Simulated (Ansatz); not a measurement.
## ZrS2 in Ansatz: the effect of functional

The system is ZrS2.

```
Zr S
1.0
     3.69138    0.00000    0.00000
    -1.84569    3.19683    0.00000
     0.00000    0.00000    6.04108
Zr S
1 2
Direct
  0.00000 0.00000 0.00000
  0.33333 0.66667 0.23791
  0.66667 0.33333 0.76209
```

The cell is a database's computed one.

Alike in all runs:

* Program: Ansatz 0.2.0
* Task: projected density of states
* Potentials or basis: Ansatz PAW
* Cutoff: 420 eV (not typed: the program's choice for these potentials)
* k mesh: 5 × 5 × 3
* Occupations: fermi-dirac, width 0.05 eV
* Spin: no spin polarisation

```csv
functional,gap on the mesh (eV),pressure (GPa),largest force (eV/Å)
RPBE,1.21,2.7,0.11
revPBE,?,?,?
BLYP,1.18,4.3,0.26
```

Task: What does the run with functional revPBE give?

Result: gap on the mesh 1.19 eV; pressure 2.2 GPa; largest force 0.09 eV/Å.

Caveats: odd divisions of the mesh miss points on the zone boundary, where band edges often lie, so the gap on the mesh can be too wide; this functional lacks dispersion, which binds the layers, so the pressure and a relaxed spacing across them are unreliable; the PAW data sets come from PBE, with cores solved anew for the run's functional, which leaves a small shift of forces and pressure; the density of states is complete only up to the lowest level of the last band computed.

A k mesh can miss the band edges.

Runs at the PBE level aren't shown here.
